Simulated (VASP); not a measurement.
Write the native input for VASP 6.6.1 that does the following.

| Property | Result |
| --- | --- |
| Task | relaxation of the atoms |
| Functional | PBEsol |
| Potentials or basis | VASP PAW PBE potentials, release 64 (Ba_sv, F) |
| Cutoff | 600 eV |
| k mesh | 8 × 8 × 8 |
| Occupations | gaussian, width 0.03 eV |
| Spin | no spin polarisation |
| Further INCAR settings | ALGO = Normal; EDIFF = 1e-07; IBRION = 2; EDIFFG = -0.01; NSW = 40 |

The structure of BaF2 (Frankdicksonite) lies in POSCAR:

```
BaF2                                    
1.0
    0.0000000000      3.1086707702      3.1086707702
    3.1086707702     -0.0000000000      3.1086707702
    3.1086707702      3.1086707702      0.0000000000
  Ba              F             
     1     2
Direct
     0.0000000000000000    0.0000000000000000    0.0000000000000000
     0.2500000000000000    0.2500000000000000    0.2500000000000000
     0.7500000000000000    0.7500000000000000    0.7500000000000000
```

The cell isn't the ideal one: a relaxed cell with its volume scaled by 1.02.

These files were run (other wordings do the same):

INCAR

```
SYSTEM = BaF2
PREC = Accurate ; ENCUT = 600
EDIFF = 1E-7 ; ISMEAR = 0
SIGMA = 0.03 ; LREAL = .FALSE.
LASPH = .TRUE. ; NELM = 80
ALGO = Normal ; ISIF = 2
LWAVE = .FALSE. ; LCHARG = .FALSE.
GGA = PS ; IBRION = 2
NSW = 40 ; EDIFFG = -0.01
```

KPOINTS

```
regular mesh
0
G
  8 8 8
  0 0 0
```

Potentials or basis: VASP PAW PBE potentials, release 64 (Ba_sv, F).

Launch:

```console
$ cat potpaw_PBE.64/Ba_sv/POTCAR potpaw_PBE.64/F/POTCAR > POTCAR
$ mpirun -np 1 vasp_std > vasp.out
```

Results of the run:

| Item | Value |
| --- | --- |
| Pressure after relaxing | -1.2 GPa |
| Band gap on the k mesh | 6.59 eV, indirect (least direct gap 6.67 eV) |

Caveat: the relaxation stopped at its first step, so nothing moved; the PAW data sets were made with another functional, which shifts forces and pressure a little; spin-orbit coupling is left out, which moves the levels of the heavy elements.

Wall time 30 s on 1 thread of Intel(R) Xeon(R) Platinum 8488C (Sapphire Rapids) (shared host), peak memory 0.21 GiB.
